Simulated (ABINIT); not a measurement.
Crystal: Cu.

```
CELL_PARAMETERS angstrom
-1.44279 1.44279 1.37608
1.44279 -1.44279 1.37608
1.44279 1.44279 -1.37608
ATOMIC_POSITIONS crystal
Cu 0.00000 0.00000 0.00000
```

This isn't the form of Cu at room conditions, which is fcc.

```yaml
Program: ABINIT 10.8.3 (patched build)
Task: single point
Functional: PBE
Potentials_or_basis: JTH PAW PBE v2.0
Cutoff: 707 eV
k_mesh: 13 × 13 × 13
Occupations: fermi-dirac, width 0.05 eV
Spin: no spin polarisation
```

On this cell: pressure 7.2 GPa; band gap on the k mesh none (metal or under the smearing width).

The same run follows on a disturbed copy (cell strained at random at fixed volume):

```
CELL_PARAMETERS angstrom
-1.41080 1.44162 1.36674
1.39194 -1.45455 1.36053
1.46098 1.50473 -1.38030
ATOMIC_POSITIONS crystal
Cu 0.01879 0.00286 0.01439
```

Task: What does the disturbed cell give?

Result: The energy (extrapolated to zero smearing) moves by +5.2 meV/atom; pressure 7.6 GPa; band gap on the k mesh none (metal or under the smearing width).

Stress tensor (GPa, compression positive):
```
 6.30 -4.70  1.43
-4.70  8.65  0.92
 1.43  0.92  7.92
```
